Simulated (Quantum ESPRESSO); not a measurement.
Write the native input for Quantum ESPRESSO 7.5 that does the following.

| Item | Value |
| --- | --- |
| Task | band structure |
| Functional | PBE |
| Potentials or basis | PseudoDojo 0.5 SR PBE standard |
| Cutoff | 1143 eV |
| Density cutoff | 4572 eV |
| k mesh | 10 × 10 × 10 |
| Occupations | fermi-dirac, width 0.05 eV |
| Spin | no spin polarisation |
| Mixing beta | 0.5 |
| Most SCF iterations | 120 |
| SCF threshold | 4e-10 Ry |

Crystal: GaN.

```xyz
2
Lattice="0.0000 2.2535 2.2535 2.2535 0.0000 2.2535 2.2535 2.2535 0.0000" Properties=species:S:1:pos:R:3 pbc="T T T"
Ga    0.0000    0.0000    0.0000
N     1.1268    1.1268    1.1268
```

The cell is a database's computed one.

The input as run:

pw.in

```
&CONTROL
  calculation = 'scf'
  prefix = 'pwscf'
  outdir = './tmp'
  pseudo_dir = './pseudo'
  tprnfor = .true.
  tstress = .true.
  disk_io = 'low'
/
&SYSTEM
  ibrav = 0
  nat = 2
  ntyp = 2
  ecutwfc = 84
  nbnd = 15
  occupations = 'smearing'
  smearing = 'fd'
  degauss = 0.00367493
/
&ELECTRONS
  conv_thr = 4d-10
  electron_maxstep = 120
  mixing_beta = 0.5
/
ATOMIC_SPECIES
Ga    69.7230 Ga.upf
N     14.0070 N.upf
CELL_PARAMETERS angstrom
   0.0000000000    2.2535006075    2.2535006075
   2.2535006075    0.0000000000    2.2535006075
   2.2535006075    2.2535006075    0.0000000000
ATOMIC_POSITIONS crystal
Ga     0.0000000000    0.0000000000    0.0000000000
N      0.2500000000    0.2500000000    0.2500000000
K_POINTS automatic
10 10 10 0 0 0
```

bands.in

```
&CONTROL
  calculation = 'bands'
  prefix = 'pwscf'
  outdir = './tmp'
  pseudo_dir = './pseudo'
  disk_io = 'low'
  verbosity = 'high'
/
&SYSTEM
  ibrav = 0
  nat = 2
  ntyp = 2
  ecutwfc = 84
  nbnd = 15
  occupations = 'smearing'
  smearing = 'fd'
  degauss = 0.00367493
/
&ELECTRONS
  conv_thr = 1d-08
  electron_maxstep = 120
  mixing_beta = 0.5
  diago_full_acc = .true.
  startingwfc = 'random'
/
ATOMIC_SPECIES
Ga    69.7230 Ga.upf
N     14.0070 N.upf
CELL_PARAMETERS angstrom
   0.0000000000    2.2535006075    2.2535006075
   2.2535006075    0.0000000000    2.2535006075
   2.2535006075    2.2535006075    0.0000000000
ATOMIC_POSITIONS crystal
Ga     0.0000000000    0.0000000000    0.0000000000
N      0.2500000000    0.2500000000    0.2500000000
K_POINTS crystal
60
 0.0000000000  0.0000000000  0.0000000000 1
 0.0625000000  0.0000000000  0.0625000000 1
 0.1250000000  0.0000000000  0.1250000000 1
 0.1875000000  0.0000000000  0.1875000000 1
 0.2500000000  0.0000000000  0.2500000000 1
 0.3125000000  0.0000000000  0.3125000000 1
 0.3750000000  0.0000000000  0.3750000000 1
 0.4375000000  0.0000000000  0.4375000000 1
 0.5000000000  0.0000000000  0.5000000000 1
 0.5000000000  0.0625000000  0.5625000000 1
 0.5000000000  0.1250000000  0.6250000000 1
 0.5000000000  0.1875000000  0.6875000000 1
 0.5000000000  0.2500000000  0.7500000000 1
 0.4375000000  0.3125000000  0.7500000000 1
 0.3750000000  0.3750000000  0.7500000000 1
 0.3375000000  0.3375000000  0.6750000000 1
 0.3000000000  0.3000000000  0.6000000000 1
 0.2625000000  0.2625000000  0.5250000000 1
 0.2250000000  0.2250000000  0.4500000000 1
 0.1875000000  0.1875000000  0.3750000000 1
 0.1500000000  0.1500000000  0.3000000000 1
 0.1125000000  0.1125000000  0.2250000000 1
 0.0750000000  0.0750000000  0.1500000000 1
 0.0375000000  0.0375000000  0.0750000000 1
 0.0000000000  0.0000000000  0.0000000000 1
 0.0625000000  0.0625000000  0.0625000000 1
 0.1250000000  0.1250000000  0.1250000000 1
 0.1875000000  0.1875000000  0.1875000000 1
 0.2500000000  0.2500000000  0.2500000000 1
 0.3125000000  0.3125000000  0.3125000000 1
 0.3750000000  0.3750000000  0.3750000000 1
 0.4375000000  0.4375000000  0.4375000000 1
 0.5000000000  0.5000000000  0.5000000000 1
 0.5250000000  0.4500000000  0.5250000000 1
 0.5500000000  0.4000000000  0.5500000000 1
 0.5750000000  0.3500000000  0.5750000000 1
 0.6000000000  0.3000000000  0.6000000000 1
 0.6250000000  0.2500000000  0.6250000000 1
 0.5833333333  0.2500000000  0.6666666667 1
 0.5416666667  0.2500000000  0.7083333333 1
 0.5000000000  0.2500000000  0.7500000000 1
 0.5000000000  0.2857142857  0.7142857143 1
 0.5000000000  0.3214285714  0.6785714286 1
 0.5000000000  0.3571428571  0.6428571429 1
 0.5000000000  0.3928571429  0.6071428571 1
 0.5000000000  0.4285714286  0.5714285714 1
 0.5000000000  0.4642857143  0.5357142857 1
 0.5000000000  0.5000000000  0.5000000000 1
 0.4821428571  0.4821428571  0.5357142857 1
 0.4642857143  0.4642857143  0.5714285714 1
 0.4464285714  0.4464285714  0.6071428571 1
 0.4285714286  0.4285714286  0.6428571429 1
 0.4107142857  0.4107142857  0.6785714286 1
 0.3928571429  0.3928571429  0.7142857143 1
 0.3750000000  0.3750000000  0.7500000000 1
 0.6250000000  0.2500000000  0.6250000000 1
 0.5937500000  0.1875000000  0.5937500000 1
 0.5625000000  0.1250000000  0.5625000000 1
 0.5312500000  0.0625000000  0.5312500000 1
 0.5000000000  0.0000000000  0.5000000000 1
```

Potentials or basis: PseudoDojo 0.5 SR PBE standard.

Command:

```bash
$ OMP_NUM_THREADS=1 pw.x -in pw.in > pw.out
$ OMP_NUM_THREADS=1 pw.x -in bands.in > bands.out
```

Results of the run:

| Quantity | Value |
| --- | --- |
| Pressure | 5.2 GPa |
| Band gap on the k mesh | 1.76 eV, direct |
| Band gap along the path | 1.76 eV, direct |

It took 52 s on 1 thread of Arm Neoverse V1 (shared host), peak memory 0.1 GiB.
